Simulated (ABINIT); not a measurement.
# GaAs (P4/mmm) in ABINIT: reference runs

Aim: a first look at GaAs with PBE, on the cell as given.

Everything below comes from runs of ABINIT 10.8.3 (patched build). Logs are shortened: lines on timing, memory, paths and dates and some standing lists are left out, and cuts for length are marked. The log counts tension as positive stress, the text compression.

**1. The crystal as given**

It takes space group P4/mmm (No. 123, tetragonal). Conventional cell: a = 3.810 Å, b = 3.810 Å, c = 2.739 Å, α = 90.00°, β = 90.00°, γ = 90.00°. Ga (site symmetry 4/mmm) is surrounded by 4 As at 2.69 Å and 2 Ga at 2.74 Å. As (site symmetry 4/mmm) has 4 Ga at 2.69 Å and 2 As at 2.74 Å as nearest neighbours.

The cell was built by a generator and needn't be a form met in nature.

**2. Single point, PBE**

run.abi reads:

```
# Pseudopotentials
pp_dirpath "./"
pseudos "Ga.GGA_PBE-JTH.xml, As.GGA_PBE-JTH.xml"

# Structure
structure "poscar:POSCAR"
natom 2

# Plane-wave basis
ecut 17.0
pawecutdg 34.0
pawxcdev 0

# k points
kptopt 1
ngkpt 7 7 10
nshiftk 1
shiftk 0.0 0.0 0.0

# Exchange and correlation
ixc 11

# Bands and occupations
nband 18
occopt 3
tsmear 0.00183747

# SCF cycle
nstep 100
tolvrs 1.0e-9

# Output
iomode 3
prtwf 0
prteig 0
prtebands 0
enunit 1
prtden 1
prtvha 1
prtvclmb 1
prtpot 1
```

POSCAR reads:

```
GaAs
1.0
    3.8101400000      0.0000000000      0.0000000000
    0.0000000000      3.8101400000      0.0000000000
    0.0000000000      0.0000000000      2.7389100000
Ga As
1 1
Direct
    0.5000000000      0.5000000000      0.5000000000  Ga
    0.0000000000      0.0000000000      0.5000000000  As
```

Potentials or basis: JTH PAW PBE v2.0.

Started as:

```console
$ abinit run.abi > log 2>&1
```

run.abo:

```text
.Version 10.8.3 of ABINIT
 Symmetries : space group P4/m m m (#123); Bravais tP (primitive tetrag.)
================================================================================
 Values of the parameters that define the memory need of the present run
     intxc =       0    ionmov =       0      iscf =      17    lmnmax =      18
     lnmax =       6     mgfft =      30  mpssoang =       3    mqgrid =    3001
     natom =       2  nloc_mem =       2    nspden =       1   nspinor =       1
    nsppol =       1      nsym =      16    n1xccc =       1    ntypat =       2
    occopt =       3   xclevel =       2
       mpw =         910          nfft =       18000          nkpt =          60
 PAW method is used; the additional fine FFT grid is defined by:
   mgfftf=        40    nfftf =     48000
================================================================================
================================================================================

--------------------------------------------------------------------------------
------------- Echo of variables that govern the present computation ------------
--------------------------------------------------------------------------------
 -outvars: echo values of preprocessed input variables --------
            acell      1.0000000000E+00  1.0000000000E+00  1.0000000000E+00 Bohr
              amu      6.97230000E+01  7.49215900E+01
             ecut      1.70000000E+01 Hartree
           enunit           1
                       outvar_i_n : Printing only first  50 k-points.
              ixc          11
                       outvar_i_n : Printing only first  50 k-points.
         kptrlatt        7    0    0      0    7    0      0    0   10
          kptrlen      5.04008477E+01
            natom           2
            nband          18
            ngfft          30      30      20
          ngfftdg          40      40      30
             nkpt          60
            nstep         100
             nsym          16
           ntypat           2
                       prtocc : prtvol=0, do not print more k-points.
           occopt           3
        pawecutdg      3.40000000E+01 Hartree
         pawxcdev           0
        prtebands           0
           prteig           0
           prtpot           1
         prtvclmb           1
           prtvha           1
            prtwf           0
            rprim      7.2001211014E+00  0.0000000000E+00  0.0000000000E+00
                       0.0000000000E+00  7.2001211014E+00  0.0000000000E+00
                       0.0000000000E+00  0.0000000000E+00  5.1757897835E+00
          spgroup         123
           tolvrs      1.00000000E-09
           tsmear      1.83747000E-03 Hartree
            typat      1  2
           useylm           1
                       outvars : Printing only first  50 k-points.
           xangst      1.9050700000E+00  1.9050700000E+00  1.3694550000E+00
                       0.0000000000E+00  0.0000000000E+00  1.3694550000E+00
[... 131 lines left out ...]
       0.000000000000      0.000000000000      0.500000000000
 rms dE/dt=  0.0000E+00; max dE/dt=  0.0000E+00; dE/dt below (all hartree)
    1       0.000000000000      0.000000000000      0.000000000000
    2       0.000000000000      0.000000000000      0.000000000000

 cartesian coordinates (angstrom) at end:
    1      1.90507000000000     1.90507000000000     1.36945500000000
    2      0.00000000000000     0.00000000000000     1.36945500000000

 cartesian forces (hartree/bohr) at end:
    1     -0.00000000000000    -0.00000000000000    -0.00000000000000
    2     -0.00000000000000    -0.00000000000000    -0.00000000000000
 frms,max,avg= 0.0000000E+00 0.0000000E+00   0.000E+00  0.000E+00  0.000E+00 h/b

 cartesian forces (eV/Angstrom) at end:
    1     -0.00000000000000    -0.00000000000000    -0.00000000000000
    2     -0.00000000000000    -0.00000000000000    -0.00000000000000
 frms,max,avg= 0.0000000E+00 0.0000000E+00   0.000E+00  0.000E+00  0.000E+00 e/A
 length scales=  1.000000000000  1.000000000000  1.000000000000 bohr
              =  0.529177210544  0.529177210544  0.529177210544 angstroms
 Fermi (or HOMO) energy (eV) =   5.80722   Average Vxc (eV)=  -9.93538
 Eigenvalues (   eV  ) for nkpt=  60  k points:
 kpt#   1, nband= 18, wtk=  0.00204, kpt=  0.0000  0.0000  0.0000 (reduced coord)
 -30.01643  -29.93692  -29.93692  -29.89734  -29.89511   -9.22033   -8.97076   -8.96315
  -8.84728   -8.84728   -7.54764    1.48985    3.13459    3.13459    9.34875   10.93758
  12.99953   12.99953
 prteigrs : prtvol=0 or 1, do not print more k-points.

--- !EnergyTerms
iteration_state     : {dtset: 1, }
comment             : Components of total free energy in Hartree
kinetic             :  8.77556662281535E+00
hartree             :  5.37915799953100E+01
xc                  : -3.73567839652387E+00
Ewald energy        : -1.08913311268714E+02
psp_core            :  4.91009299747254E+00
local_psp           : -1.45882491068772E+02
PAW spherical_terms : -1.88974388676214E+00
internal            : -1.92943985005174E+02
'-kT*entropy'       : -2.33694331259776E-04
total_energy        : -1.92944218699505E+02
total_energy_eV     : -5.25027965896126E+03
...

--- !EnergyTermsDC
iteration_state     : {dtset: 1, }
comment             : '"Double-counting" decomposition of free energy'
band_energy         : -1.41616216395911E+01
Ewald energy        : -1.08913311268714E+02
psp_core            :  4.91009299747254E+00
xc_dc               : -5.27426037346828E+01
PAW spherical_terms : -2.20365428940673E+01
internal            : -1.92943986539582E+02
'-kT*entropy'       : -2.33694331259776E-04
total_energy_dc     : -1.92944220233913E+02
total_energy_dc_eV  : -5.25027970071464E+03
...

--- !EnergyTermsWithPAWCore
iteration_state     : {dtset: 1, }
comment             : 'Components of total free energy, including PAW core contributions'
Total energy        : -4.20501869628870E+03
Total energy DC     : -4.20501869782311E+03
Total energy (eV)   : -1.14424387916283E+05
Total energy DC (eV): -1.14424387958037E+05
...

 Cartesian components of stress tensor (hartree/bohr^3)
  sigma(1 1)= -5.24373029E-05  sigma(3 2)=  0.00000000E+00
  sigma(2 2)= -5.24373029E-05  sigma(3 1)=  0.00000000E+00
  sigma(3 3)=  1.02650606E-04  sigma(2 1)=  0.00000000E+00

-Cartesian components of stress tensor (GPa)         [Pressure=  2.1811E-02 GPa]
- sigma(1 1)= -1.54275872E+00  sigma(3 2)=  0.00000000E+00
- sigma(2 2)= -1.54275872E+00  sigma(3 1)=  0.00000000E+00
- sigma(3 3)=  3.02008511E+00  sigma(2 1)=  0.00000000E+00

== END DATASET(S) ==============================================================
================================================================================

 -outvars: echo values of variables after computation  --------
            acell      1.0000000000E+00  1.0000000000E+00  1.0000000000E+00 Bohr
           etotal     -1.9294422023E+02
            fcart     -0.0000000000E+00 -0.0000000000E+00 -0.0000000000E+00
                      -0.0000000000E+00 -0.0000000000E+00 -0.0000000000E+00
            rprim      7.2001211014E+00  0.0000000000E+00  0.0000000000E+00
                       0.0000000000E+00  7.2001211014E+00  0.0000000000E+00
                       0.0000000000E+00  0.0000000000E+00  5.1757897835E+00
           strten     -5.2437302934E-05 -5.2437302934E-05  1.0265060642E-04
                       0.0000000000E+00  0.0000000000E+00  0.0000000000E+00
           xangst      1.9050700000E+00  1.9050700000E+00  1.3694550000E+00
                       0.0000000000E+00  0.0000000000E+00  1.3694550000E+00
             xred      5.0000000000E-01  5.0000000000E-01  5.0000000000E-01
                       0.0000000000E+00  0.0000000000E+00  5.0000000000E-01
 Calculation completed.
```

Run time: 26 s. Hardware: 1 thread of Arm Neoverse V2, shared host; peak memory 0.12 GiB.

Results:

| Property | Result |
| --- | --- |
| Free energy | -5250.2797 eV |
| Pressure | 0.0 GPa |
| Band gap on the k mesh | none (metal or under the smearing width) |
| Valence electrons inside the program's atomic spheres | Ga 10.99; As 12.57 |

Levels at points of the mesh, in eV from the Fermi level:
```csv
k point,band 12,band 13,band 14,band 15,band 16,band 17
"(0.00, 0.00, 0.00)",-4.32,-2.67,-2.67,3.54,5.13,7.19
"(0.00, 0.00, 0.50)",-5.83,-0.14,-0.14,0.23,0.90,7.08
```

**3. Single point, PBE**

run.py reads:

```python
import json, os
import numpy as np
from ase.units import GPa
from ase.calculators.abinit import Abinit, AbinitProfile
from ase.io import read

atoms = read('POSCAR')

profile = AbinitProfile(command='abinit', pp_paths=[os.path.abspath('pseudos')])
params = dict(
    pps='pawxml', xc='PBE',
    ecut=462.5936,
    pawecutdg=925.1871,
    pawxcdev=0,
    kptopt=1,
    ngkpt=[7, 7, 10],
    nshiftk=1,
    shiftk=[0.0, 0.0, 0.0],
    ixc=11,
    nband=18,
    occopt=3,
    tsmear=0.05,
    nstep=100,
    tolvrs=1e-09,
    prtwf=0,
    prtden=0,
)

atoms.calc = Abinit(profile=profile, directory='run', **params)
energy = atoms.get_potential_energy()
forces = atoms.get_forces()
stress = atoms.get_stress()
print(f'energy {energy:.6f} eV')
print('forces (eV/A)')
print(np.round(forces, 5))
print('stress (GPa, Voigt, tension positive)', np.round(stress / GPa, 4))
json.dump(dict(energy=energy, forces=forces.tolist(), stress=stress.tolist(), cell=atoms.cell.tolist(), frac=atoms.get_scaled_positions(wrap=False).tolist()), open('results.json', 'w'))
```

POSCAR reads:

```
GaAs
1.0
    3.8101400000      0.0000000000      0.0000000000
    0.0000000000      3.8101400000      0.0000000000
    0.0000000000      0.0000000000      2.7389100000
Ga As
1 1
Direct
    0.5000000000      0.5000000000      0.5000000000
    0.0000000000      0.0000000000      0.5000000000
```

Potentials or basis: JTH PAW PBE v2.0.

Started as:

```console
$ python run.py
```

Output:

```text
energy -5250.279659 eV
forces (eV/A)
[[-0. -0. -0.]
 [-0. -0. -0.]]
stress (GPa, Voigt, tension positive) [-1.5428 -1.5428  3.0201  0.      0.      0.    ]
```

abinit.in:

```text
ecut 462.5936 eV
ixc 11
kptopt 1
natom 2
nband 18
ngkpt
7 7 10
nshiftk 1
nsppol 1
nstep 100
occopt 3
pawecutdg 925.1871 eV
pawxcdev 0
prtden 0
prtwf 0
shiftk
0.0 0.0 0.0
tolvrs 1e-09
tsmear 0.05 eV
#Definition of the unit cell
acell
1.00000000000000 1.00000000000000 1.00000000000000 Angstrom
rprim
3.81014000000000 0.00000000000000 0.00000000000000
0.00000000000000 3.81014000000000 0.00000000000000
0.00000000000000 0.00000000000000 2.73891000000000
chkprim 0 # Allow non-primitive cells
#Definition of the atom types
ntypat 2
znucl 31 33
#Enumerate different atomic species
typat
 1 2
pseudos "./pseudos/Ga.GGA_PBE-JTH.xml,
./pseudos/As.GGA_PBE-JTH.xml"
#Definition of the atoms
xcart
3.60006055054816 3.60006055054816 2.58789489165801
0.00000000000000 0.00000000000000 2.58789489165801
chkexit 1 # abinit.exit file in the running directory terminates after the current SCF
```

abinit.abo:

```text
.Version 10.8.3 of ABINIT
 Symmetries : space group P4/m m m (#123); Bravais tP (primitive tetrag.)
================================================================================
 Values of the parameters that define the memory need of the present run
     intxc =       0    ionmov =       0      iscf =      17    lmnmax =      18
     lnmax =       6     mgfft =      30  mpssoang =       3    mqgrid =    3001
     natom =       2  nloc_mem =       2    nspden =       1   nspinor =       1
    nsppol =       1      nsym =      16    n1xccc =       1    ntypat =       2
    occopt =       3   xclevel =       2
       mpw =         910          nfft =       18000          nkpt =          60
 PAW method is used; the additional fine FFT grid is defined by:
   mgfftf=        40    nfftf =     48000
[... 256 lines left out ...]

 -outvars: echo values of variables after computation  --------
            acell      1.8897261259E+00  1.8897261259E+00  1.8897261259E+00 Bohr
           etotal     -1.9294422023E+02
            fcart     -0.0000000000E+00 -0.0000000000E+00 -0.0000000000E+00
                      -0.0000000000E+00 -0.0000000000E+00 -0.0000000000E+00
            rprim      3.8101400000E+00  0.0000000000E+00  0.0000000000E+00
                       0.0000000000E+00  3.8101400000E+00  0.0000000000E+00
                       0.0000000000E+00  0.0000000000E+00  2.7389100000E+00
           strten     -5.2437292008E-05 -5.2437292008E-05  1.0265061398E-04
                       0.0000000000E+00  0.0000000000E+00  0.0000000000E+00
           xangst      1.9050699999E+00  1.9050699999E+00  1.3694549999E+00
                      -7.1427652101E-11 -7.1427652101E-11  1.3694549999E+00
             xred      4.9999999998E-01  4.9999999998E-01  4.9999999998E-01
                      -1.8746726393E-11 -1.8746726393E-11  4.9999999998E-01
 Calculation completed.
```

It took 27 s on 1 thread of Arm Neoverse V2, shared host; peak memory 0.11 GiB.

Results:

```
Free energy                                           : -5250.2797 eV
Pressure                                              : 0.0 GPa
Band gap on the k mesh                                : none (metal or under the smearing width)
Valence electrons inside the program's atomic spheres : Ga 10.99; As 12.57
```
